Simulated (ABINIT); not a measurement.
# Na (P6_3/mmc) in ABINIT: single point with LDA

Aim: the single point of Na with LDA.

Everything below comes from runs of ABINIT 10.8.3 (patched build). Logs are shortened: lines on timing, memory, paths and dates and some standing lists are left out, and cuts for length are marked. The log counts tension as positive stress, the text compression.

### Step 1. Starting point

It takes space group P6_3/mmc (No. 194, hexagonal). The conventional cell has a = 3.767 Å, b = 3.767 Å, c = 6.154 Å, α = 90.00°, β = 90.00°, γ = 120.00°. Na (site symmetry -6m2) has 12 Na at 3.77 Å as nearest neighbours.

This isn't the form of Na at room conditions, which is bcc.

### Step 2. Single point, LDA

The input, run.abi:

```
# Pseudopotentials
pp_dirpath "./"
pseudos "Na.upf"

# Structure
acell 3.767 3.767 6.154 Angstrom
rprim
     1.0000000000     0.0000000000     0.0000000000
    -0.5000000000     0.8660254038     0.0000000000
     0.0000000000     0.0000000000     1.0000000000
ntypat 1
znucl 11
natom 2
typat 1 1
xred
     0.6666666667     0.3333333333     0.7500000000
     0.3333333333     0.6666666667     0.2500000000

# Plane-wave basis
ecut 40.0

# k points
kptopt 1
ngkpt 6 6 4
nshiftk 1
shiftk 0.0 0.0 0.0

# Exchange and correlation
ixc 7

# Bands and occupations
nband 13
occopt 3
tsmear 0.00183747

# SCF cycle
nstep 100
tolvrs 1.0e-10

# Output
iomode 3
prtwf 0
prteig 0
prtebands 0
enunit 2
prtden 1
prtvha 1
prtvclmb 1
prtpot 1
prtelf 1
```

Potentials or basis: PseudoDojo NC SR LDA v0.4.1 standard.

The run is started by

```bash
$ mpirun --bind-to none -np 4 abinit run.abi > log 2>&1
```

run.abo:

```text
.Version 10.8.3 of ABINIT
 Symmetries : space group P6_3/m m c (#194); Bravais hP (primitive hexag.)
================================================================================
 Values of the parameters that define the memory need of the present run
     intxc =       0    ionmov =       0      iscf =       7    lmnmax =       4
     lnmax =       4     mgfft =      72  mpssoang =       2    mqgrid =    3311
     natom =       2  nloc_mem =       1    nspden =       1   nspinor =       1
    nsppol =       1      nsym =      24    n1xccc =       0    ntypat =       1
    occopt =       3   xclevel =       1
       mpw =        6192          nfft =      145800          nkpt =          21
================================================================================
================================================================================

--------------------------------------------------------------------------------
------------- Echo of variables that govern the present computation ------------
--------------------------------------------------------------------------------
 -outvars: echo values of preprocessed input variables --------
            acell      7.1185983163E+00  7.1185983163E+00  1.1629374579E+01 Bohr
              amu      2.29897680E+01
             ecut      4.00000000E+01 Hartree
           enunit           2
              ixc           7
         kptrlatt        6    0    0      0    6    0      0    0    4
          kptrlen      4.27115899E+01
            natom           2
            nband          13
            ngfft          45      45      72
             nkpt          21
            nstep         100
             nsym          24
           ntypat           1
           occopt           3
        prtebands           0
           prteig           0
           prtelf           1
           prtpot           1
         prtvclmb           1
           prtvha           1
            prtwf           0
            rprim      1.0000000000E+00  0.0000000000E+00  0.0000000000E+00
                      -5.0000000000E-01  8.6602540380E-01  0.0000000000E+00
                       0.0000000000E+00  0.0000000000E+00  1.0000000000E+00
          spgroup         194
           tolvrs      1.00000000E-10
           tsmear      1.83747000E-03 Hartree
            typat      1  1
           xangst      1.8835000000E+00  1.0874392320E+00  4.6155000000E+00
                      -9.6254700104E-17  2.1748784641E+00  1.5385000000E+00
            xcart      3.5592991581E+00  2.0549623271E+00  8.7220309341E+00
                      -1.8189502153E-16  4.1099246542E+00  2.9073436447E+00
             xred      6.6666666667E-01  3.3333333333E-01  7.5000000000E-01
                       3.3333333333E-01  6.6666666667E-01  2.5000000000E-01
            znucl       11.00000

================================================================================

 chkinp: Checking input parameters for consistency.

================================================================================
== DATASET  1 ==================================================================

--- !DatasetInfo
iteration_state: {dtset: 1, }
dimensions: {natom: 2, nkpt: 21, mband: 13, nsppol: 1, nspinor: 1, nspden: 1, mpw: 6192, }
cutoff_energies: {ecut:  40.0, pawecutdg:  -1.0, }
electrons: {nelect:   1.80000000E+01, charge:   0.00000000E+00, occopt:   3.00000000E+00, tsmear:   1.83747000E-03, }
meta: {optdriver: 0, ionmov: 0, optcell: 0, iscf: 7, paral_kgb: 0, }
...

 Exchange-correlation functional for the present dataset will be:
  LDA: Perdew-Wang 92 LSD fit to Ceperley-Alder data - ixc=7
  J.P.Perdew and Y.Wang, PRB 45, 13244 (1992)

 Real(R)+Recip(G) space primitive vectors, cartesian coordinates (Bohr,Bohr^-1):
 R(1)=  7.1185983  0.0000000  0.0000000  G(1)=  0.1404771  0.0811045  0.0000000
 R(2)= -3.5592992  6.1648870  0.0000000  G(2)=  0.0000000  0.1622090  0.0000000
 R(3)=  0.0000000  0.0000000 11.6293746  G(3)=  0.0000000  0.0000000  0.0859891
 Unit cell volume ucvol=  5.1035922E+02 bohr^3
 Angles (23,13,12)=  9.00000000E+01  9.00000000E+01  1.20000000E+02 degrees

 getcut: wavevector=  0.0000  0.0000  0.0000  ngfft=  45  45  72
         ecut(hartree)=     40.000   => boxcut(ratio)=   2.17102

--- Pseudopotential description ------------------------------------------------
- pspini: atom type   1  psp file is ./Na.upf
12 -1012 1 -1 1968                            pspcod,pspxc,lmax,lloc,mmax
     nproj     2     2

   3.37451516E+02                                ecore*ucvol(ha*bohr**3)
--------------------------------------------------------------------------------

================================================================================

--- !BeginCycle
iteration_state: {dtset: 1, }
solver: {iscf: 7, nstep: 100, nline: 4, wfoptalg: 0, }
tolerances: {tolvrs: 1.00E-10, }
...

     iter   Etot(hartree)      deltaE(h)  residm     vres2
 ETOT  1  -91.096007229254    -9.110E+01 7.664E-01 1.035E+00
 ETOT  2  -91.226408467692    -1.304E-01 2.200E-03 5.180E+00
 ETOT  3  -91.227575981038    -1.168E-03 1.797E-03 1.479E+00
 ETOT  4  -91.228022476322    -4.465E-04 1.569E-04 5.208E-04
 ETOT  5  -91.228022553440    -7.712E-08 1.333E-04 1.044E-05
 ETOT  6  -91.228022553961    -5.209E-10 7.886E-06 2.527E-06
 ETOT  7  -91.228022554572    -6.106E-10 2.249E-05 4.681E-08
 ETOT  8  -91.228022554579    -7.248E-12 1.603E-06 7.053E-09
 ETOT  9  -91.228022554579    -8.527E-14 4.092E-06 1.710E-11

 At SCF step    9       vres2   =  1.71E-11 < tolvrs=  1.00E-10 =>converged.

 Compute ELF
--------------------------------------------------------------------------------

 Compute kinetic energy density

 Compute gradient of the electron density
 Electron Localization Function (ELF) [min:0;max:1]
)     Maximum=    8.7428E-01  at reduced coord.    0.7111    0.3111    0.8056
)     Minimum=    1.7584E-02  at reduced coord.    0.3333    0.6667    0.2500
   Integrated=    1.6162E+02

--------------------------------------------------------------------------------
 End of ELF section

 Cartesian components of stress tensor (hartree/bohr^3)
  sigma(1 1)=  2.49345530E-05  sigma(3 2)=  0.00000000E+00
  sigma(2 2)=  2.49345529E-05  sigma(3 1)=  0.00000000E+00
  sigma(3 3)=  5.08278399E-05  sigma(2 1)=  0.00000000E+00

--- !ResultsGS
iteration_state: {dtset: 1, }
comment   : Summary of ground state results
lattice_vectors:
- [  7.1185983,   0.0000000,   0.0000000, ]
- [ -3.5592992,   6.1648870,   0.0000000, ]
- [  0.0000000,   0.0000000,  11.6293746, ]
lattice_lengths: [   7.11860,    7.11860,   11.62937, ]
lattice_angles: [ 90.000,  90.000, 120.000, ] # degrees, (23, 13, 12)
lattice_volume:   5.1035922E+02
convergence: {deltae: -8.527E-14, res2:  1.710E-11, residm:  4.092E-06, diffor: null, }
etotal    :  -9.12280226E+01
entropy   :   0.00000000E+00
fermie    :   1.28861123E-02
cartesian_stress_tensor: # hartree/bohr^3
- [  2.49345530E-05,   0.00000000E+00,   0.00000000E+00, ]
- [  0.00000000E+00,   2.49345529E-05,   0.00000000E+00, ]
- [  0.00000000E+00,   0.00000000E+00,   5.08278399E-05, ]
pressure_GPa:  -9.8754E-01
xred      :
- [  6.6667E-01,   3.3333E-01,   7.5000E-01, Na]
- [  3.3333E-01,   6.6667E-01,   2.5000E-01, Na]
cartesian_forces: # hartree/bohr
- [ -1.41845615E-29,   2.72982014E-30,  -0.00000000E+00, ]
- [  1.41845615E-29,  -2.72982014E-30,  -0.00000000E+00, ]
force_length_stats: {min:   1.44448504E-29, max:   1.44448504E-29, mean:   1.44448504E-29, }
...

 Integrated electronic density in atomic spheres:
 ------------------------------------------------
 Atom  Sphere_radius  Integrated_density
    1        2.00000          7.94373329
    2        2.00000          7.94373329
================================================================================

 ----iterations are completed or convergence reached----

 Mean square residual over all n,k,spin=   15.762E-09; max=  40.916E-07
 reduced coordinates (array xred) for    2 atoms
       0.666666666667      0.333333333333      0.750000000000
       0.333333333333      0.666666666667      0.250000000000
 rms dE/dt=  7.2710E-29; max dE/dt=  6.7316E-29; dE/dt below (all hartree)
    1       0.000000000000     -0.000000000000      0.000000000000
    2      -0.000000000000      0.000000000000      0.000000000000

 cartesian coordinates (angstrom) at end:
    1      1.88350000000000     1.08743923203820     4.61550000000000
    2     -0.00000000000000     2.17487846407640     1.53850000000000

 cartesian forces (hartree/bohr) at end:
    1     -0.00000000000000     0.00000000000000    -0.00000000000000
    2      0.00000000000000    -0.00000000000000    -0.00000000000000
 frms,max,avg= 8.3397383E-30 1.4184562E-29   0.000E+00  0.000E+00  0.000E+00 h/b

 cartesian forces (eV/Angstrom) at end:
    1     -0.00000000000000     0.00000000000000    -0.00000000000000
    2      0.00000000000000    -0.00000000000000    -0.00000000000000
 frms,max,avg= 4.2884659E-28 7.2939948E-28   0.000E+00  0.000E+00  0.000E+00 e/A
 length scales=  7.118598316295  7.118598316295 11.629374578836 bohr
              =  3.767000000000  3.767000000000  6.154000000000 angstroms
 Fermi (or HOMO) energy (hartree) =   0.01289   Average Vxc (hartree)=  -0.24334
 Eigenvalues (hartree) for nkpt=  21  k points:
 kpt#   1, nband= 13, wtk=  0.00694, kpt=  0.0000  0.0000  0.0000 (reduced coord)
  -1.91331   -1.91324   -0.90356   -0.90248   -0.90248   -0.90234   -0.90231   -0.90231
  -0.10331    0.03695    0.04857    0.37838    0.37838
      occupation numbers for kpt#   1
   2.00000    2.00000    2.00000    2.00000    2.00000    2.00000    2.00000    2.00000
   2.00000    0.00000    0.00000    0.00000    0.00000
 prteigrs : prtvol=0 or 1, do not print more k-points.

 Fermi (or HOMO) energy (eV) =   0.35065   Average Vxc (eV)=  -6.62161
 Eigenvalues (   eV  ) for nkpt=  21  k points:
 kpt#   1, nband= 13, wtk=  0.00694, kpt=  0.0000  0.0000  0.0000 (reduced coord)
 -52.06379  -52.06202  -24.58700  -24.55766  -24.55766  -24.55401  -24.55307  -24.55307
  -2.81114    1.00533    1.32153   10.29632   10.29632
 prteigrs : prtvol=0 or 1, do not print more k-points.

--- !EnergyTerms
iteration_state     : {dtset: 1, }
comment             : Components of total free energy in Hartree
kinetic             :  5.53822460824170E+01
hartree             :  4.06338177379236E+01
xc                  : -1.32868373493111E+01
Ewald energy        : -3.68829376011855E+01
psp_core            :  6.61203916314996E-01
local_psp           : -1.08064797615379E+02
non_local_psp       : -2.96705912699777E+01
internal            : -9.12278960991977E+01
'-kT*entropy'       : -1.26455381174754E-04
total_energy        : -9.12280225545789E+01
total_energy_eV     : -2.48244095818971E+03
band_energy         : -1.85495466151927E+01
...

 Cartesian components of stress tensor (hartree/bohr^3)
  sigma(1 1)=  2.49345530E-05  sigma(3 2)=  0.00000000E+00
  sigma(2 2)=  2.49345529E-05  sigma(3 1)=  0.00000000E+00
  sigma(3 3)=  5.08278399E-05  sigma(2 1)=  0.00000000E+00

-Cartesian components of stress tensor (GPa)         [Pressure= -9.8754E-01 GPa]
- sigma(1 1)=  7.33599876E-01  sigma(3 2)=  0.00000000E+00
- sigma(2 2)=  7.33599874E-01  sigma(3 1)=  0.00000000E+00
- sigma(3 3)=  1.49540668E+00  sigma(2 1)=  0.00000000E+00

== END DATASET(S) ==============================================================
================================================================================

 -outvars: echo values of variables after computation  --------
            acell      7.1185983163E+00  7.1185983163E+00  1.1629374579E+01 Bohr
           etotal     -9.1228022555E+01
            fcart     -1.4184561536E-29  2.7298201404E-30 -0.0000000000E+00
                       1.4184561536E-29 -2.7298201404E-30 -0.0000000000E+00
            rprim      1.0000000000E+00  0.0000000000E+00  0.0000000000E+00
                      -5.0000000000E-01  8.6602540380E-01  0.0000000000E+00
                       0.0000000000E+00  0.0000000000E+00  1.0000000000E+00
           strten      2.4934552966E-05  2.4934552918E-05  5.0827839862E-05
                       0.0000000000E+00  0.0000000000E+00  0.0000000000E+00
           xangst      1.8835000000E+00  1.0874392320E+00  4.6155000000E+00
                      -9.6254700104E-17  2.1748784641E+00  1.5385000000E+00
             xred      6.6666666667E-01  3.3333333333E-01  7.5000000000E-01
                       3.3333333333E-01  6.6666666667E-01  2.5000000000E-01
 Calculation completed.
```

Run time: 11 s. Hardware: 4 MPI ranks of Intel Xeon 6975P-C (Granite Rapids), shared host; peak memory 0.36 GiB.

Results:

| Item | Value |
| --- | --- |
| Free energy | -2482.4410 eV |
| Pressure | -1.0 GPa |
| Band gap on the k mesh | none (metal or under the smearing width) |
| Valence electrons inside the program's atomic spheres | Na 7.94 (radii [1.0584] Å) |
